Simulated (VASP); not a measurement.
# Tl (Im-3m) in VASP: a series of runs

The runs below take Tl through single point, with PBE, PBEsol.

Program: VASP 6.6.1. These are calculated values, not measurements. Logs are shortened: lines on timing, memory, paths and dates and some standing lists are left out, and cuts for length are marked.

## Step 1: The cell of the first run

The structure is cubic, space group Im-3m (No. 229). Conventional cell: a = 3.944 Å, b = 3.944 Å, c = 3.944 Å, α = 90.00°, β = 90.00°, γ = 90.00°. Tl (site symmetry m-3m) is surrounded by 8 Tl at 3.42 Å.

This isn't the form of Tl at room conditions, which is hcp.

## Step 2: Single point, PBE (strained and moved within the space group)

File INCAR:

```
SYSTEM = Tl
PREC = Accurate
ENCUT = 520
EDIFF = 1E-6
ISMEAR = 0
SIGMA = 0.1
LREAL = .FALSE.
LASPH = .TRUE.
NELM = 60
ALGO = Normal
ISIF = 2
LWAVE = .FALSE.
LCHARG = .FALSE.
GGA = PE
NBANDS = 12
```

File KPOINTS:

```
regular mesh
0
G
  16 16 16
  0 0 0
```

File POSCAR:

```
Tl
1.0
   -1.9721918700      1.9721918700      1.9721918700
    1.9721918700     -1.9721918700      1.9721918700
    1.9721918700      1.9721918700     -1.9721918700
Tl
1
Direct
    0.0000000000      0.0000000000      0.0000000000
```

Potentials or basis: VASP PAW PBE potentials, release 64 (Tl_d).

Started as:

```
$ cat potpaw_PBE.64/Tl_d/POTCAR > POTCAR
$ mpirun -np 1 vasp_std > vasp.out
```

OUTCAR:

```text
SYSTEM = Tl
   PREC = Accurate
   ENCUT = 520
   EDIFF = 1E-6
   ISMEAR = 0
   LREAL = .FALSE.
   LASPH = .TRUE.
   NELM = 60
   ISIF = 2
   GGA = PE

 ion  position               nearest neighbor table
   1  0.000  0.000  0.000-

  LATTYP: Found a body centered cubic cell.
 ALAT       =     3.9443837400

  Lattice vectors:

 A1 = (  -1.9721918700,   1.9721918700,   1.9721918700)
 A2 = (   1.9721918700,  -1.9721918700,   1.9721918700)
 A3 = (   1.9721918700,   1.9721918700,  -1.9721918700)

Analysis of symmetry for initial positions (statically):
=====================================================================
 Subroutine PRICEL returns:
 Original cell was already a primitive cell.

 Routine SETGRP: Setting up the symmetry group for a
 body centered cubic supercell.

 Subroutine GETGRP returns: Found 48 space group operations
 (whereof 48 operations were pure point group operations)
 out of a pool of 48 trial point group operations.

The static configuration has the point symmetry O_h .

Analysis of symmetry for dynamics (positions and initial velocities):
=====================================================================
 Subroutine PRICEL returns:
 Original cell was already a primitive cell.

 Routine SETGRP: Setting up the symmetry group for a
 body centered cubic supercell.

 Subroutine GETGRP returns: Found 48 space group operations
 (whereof 48 operations were pure point group operations)
 out of a pool of 48 trial point group operations.

The dynamic configuration has the point symmetry O_h .

 Subroutine INISYM returns: Found 48 space group operations
 (whereof 48 operations are pure point group operations),
 and found     1 'primitive' translations

----------------------------------------------------------------------------------------

                                     Primitive cell

  volume of cell :      30.6837

  direct lattice vectors                    reciprocal lattice vectors
    -1.972191870  1.972191870  1.972191870     0.000000000  0.253525028  0.253525028
     1.972191870 -1.972191870  1.972191870     0.253525028  0.000000000  0.253525028
     1.972191870  1.972191870 -1.972191870     0.253525028  0.253525028  0.000000000

  length of vectors
     3.415936521  3.415936521  3.415936521     0.358538534  0.358538534  0.358538534

  position of ions in fractional coordinates (direct lattice)
     0.000000000  0.000000000  0.000000000
[... 77 lines left out ...]
   LREAL  =      F    real-space projection
   EDIFFG = 0.1E-04   stopping-criterion for IOM
   NSW    =      0    number of steps for IOM
   IBRION =     -1    ionic relax: 0-MD 1-quasi-New 2-CG
   NFREE  =      0    steps in history (QN), initial steepest desc. (CG)
   ISIF   =      2    stress and relaxation
   ISYM   =      2    0-nonsym 1-usesym 2-fastsym
   POTIM  = 0.5000    time-step for ionic-motion
   TEBEG  =    0.0;   TEEND  =   0.0 temperature during run
   PSTRESS=    0.0 pullay stress
   NELECT =      13.0000    total number of electrons
   NUPDOWN=      -1.0000    fix difference up-down
   EMIN   =  10.00;   EMAX   =-10.00  energy-range for DOS
   EFERMI =   0.00;   METHOD = LEGACY
   ISMEAR =     0;   SIGMA  =   0.10  broadening in eV -4-tet -1-fermi 0-gaus
   EFERMI_NEDOS =   21; number of points for ismear=-14 and -15
   IALGO  =     38    algorithm
   IMIX   =      4    mixing-type and parameters
     AMIX     =   0.40;   BMIX     =  1.00
     AMIX_MAG =   1.60;   BMIX_MAG =  1.00
  volume/ion in A,a.u.               =      30.68       207.06
  Fermi-wavevector in a.u.,A,eV,Ry     =   1.229571  2.323551 20.569883  1.511844
  Thomas-Fermi vector in A             =   2.364453
   LORBIT       =      0    0 simple, 1 ext, 2 COOP (PROOUT), +10 PAW based schemes
   GGA     = PE    functional components
   LHFCALC =     F    Hartree Fock is set to
   AEXX    =    0.0000 exact exchange contribution
   IVDW    =     0    specifies the selected vdW correction
   LEPSILON=     F    determine dielectric tensor
   LRPA    =     F    only Hartree local field effects (RPA)
 non-spin polarized calculation
 Gauss-broadening in eV      SIGMA  =   0.10
  energy-cutoff  :      520.00
  volume of cell :       30.68
 maximum number of plane-waves:       856
 NGX is ok and might be reduce to    28
   NGX = 13   NGY = 13   NGZ = 13

 number of electron      13.0000002 magnetization

 Free energy of the ion-electron system (eV)
  ---------------------------------------------------
  ext. energy  EPLUGINS =         0.00000000
  ---------------------------------------------------
  free energy    TOTEN  =        -2.22076648 eV

  energy without entropy =       -2.21758036  energy(sigma->0) =       -2.21917342

 E-fermi :   5.8384     XC(G=0):  -9.8452

 val. band max:        5.8378815767   @ k =  -0.4375  -0.4375   0.2500
 cond. band min:       5.8557126514   @ k =  -0.3750   0.3750   0.1250
 fundamental gap:      0.0178310747
 Fermi energy:         5.8384351346

 k-point     1 :       0.0000    0.0000    0.0000
  band No.  band energies     occupation
      1      -5.7242      2.00000
      2      -5.7242      2.00000
      3      -5.7242      2.00000
      4      -5.3604      2.00000
      5      -5.3604      2.00000
      6      -3.7200      2.00000
      7      15.9661      0.00000
      8      15.9661      0.00000
      9      15.9661      0.00000
     10      18.0326      0.00000
     11      18.0326      0.00000
     12      18.0326      0.00000
[... 331 lines left out ...]
 k-point    24 :       0.2500    0.1875    0.0000
  band No.  band energies     occupation
      1      -5.8182      2.00000
      2      -5.6906      2.00000
      3      -5.4192      2.00000
      4      -5.4054      2.00000
      5      -5.2879      2.00000
      6      -0.6220      2.00000
      7       6.5222      0.00000
      8       9.1886      0.00000
      9      12.5417      0.00000
     10      17.3766      0.00000
     11      18.3111      0.00000
     12      20.6348      0.00000

 [... further k-points ...]
[... 5 lines left out ...]
  --------------------------------------------------------------------------------------
  -------------------------------------------------------------------------------------
  Total        0.1071338      0.1071338      0.1071338     -0.0000000     -0.0000000      0.0000000
  in kB        5.5940927      5.5940927      5.5940927     -0.0000000     -0.0000000      0.0000000
  external PRESSURE =       5.5940927 kB  Pullay stress =       0.0000000 kB

 VOLUME and BASIS-vectors are now :
 -----------------------------------------------------------------------------
  energy-cutoff  :      520.00
  volume of cell :       30.68
      direct lattice vectors                 reciprocal lattice vectors
    -1.972191870  1.972191870  1.972191870     0.000000000  0.253525028  0.253525028
     1.972191870 -1.972191870  1.972191870     0.253525028  0.000000000  0.253525028
     1.972191870  1.972191870 -1.972191870     0.253525028  0.253525028  0.000000000

 POSITION                                       TOTAL-FORCE (eV/Angst)
 -----------------------------------------------------------------------------------
      0.00000      0.00000      0.00000         0.000000     -0.000000      0.000000
 -----------------------------------------------------------------------------------
    total drift:                               -0.000000     -0.000000      0.000000

  FREE ENERGIE OF THE ION-ELECTRON SYSTEM (eV)
  ---------------------------------------------------
  free  energy   TOTEN  =        -2.2207664843 eV

  energy  without entropy=       -2.2175803650  energy(sigma->0) =       -2.21917342
```

OSZICAR:

```text
N       E                     dE             d eps       ncg     rms          rms(c)
DAV:   1     0.511223030723E+02    0.51122E+02   -0.66389E+03  3672   0.931E+02
DAV:   2    -0.159683185021E+01   -0.52719E+02   -0.51650E+02  3936   0.212E+02
DAV:   3    -0.224047127298E+01   -0.64364E+00   -0.64294E+00  4096   0.209E+01
DAV:   4    -0.224347889565E+01   -0.30076E-02   -0.30074E-02  3960   0.168E+00
DAV:   5    -0.224351725573E+01   -0.38360E-04   -0.38360E-04  4048   0.184E-01    0.176E+00
DAV:   6    -0.222418910029E+01    0.19328E-01   -0.31354E-02  3732   0.163E+00    0.127E+00
DAV:   7    -0.222091113185E+01    0.32780E-02   -0.10391E-02  3968   0.928E-01    0.552E-01
DAV:   8    -0.222076041717E+01    0.15071E-03   -0.40951E-04  3912   0.192E-01    0.299E-02
DAV:   9    -0.222076406694E+01   -0.36498E-05   -0.43715E-06  3956   0.204E-02    0.100E-02
DAV:  10    -0.222076647668E+01   -0.24097E-05   -0.20603E-06  3900   0.134E-02    0.685E-04
DAV:  11    -0.222076648432E+01   -0.76375E-08   -0.40521E-08  2016   0.149E-03
   1 F= -.22207665E+01 E0= -.22191734E+01  d E =-.318612E-02
```

Run time: 86 s. Hardware: 1 thread of AMD EPYC 7R43 (Zen 3), shared host; peak memory 0.15 GiB.

What came out:

- Free energy: -2.2208 eV
- Pressure: 0.6 GPa
- Band gap on the k mesh: none (metal or under the smearing width)

Levels at points of the mesh, in eV from the Fermi level:
```
           k point  band 3  band 4  band 5  band 6  band 7  band 8  band 9  band 10
(0.00, 0.00, 0.00)  -11.56  -11.20  -11.20   -9.56   10.13   10.13   10.13    12.19
(0.50, 0.00, 0.00)  -11.22  -11.20  -10.96   -5.04   -2.44    5.56    6.95     9.60
(0.50, 0.50, 0.50)  -11.02  -11.02  -11.02   -1.95    1.47    1.47    1.47     6.31
```

Spin-orbit coupling is left out, which matters for the levels of Tl.

(Part 1 of 3 ends here.)
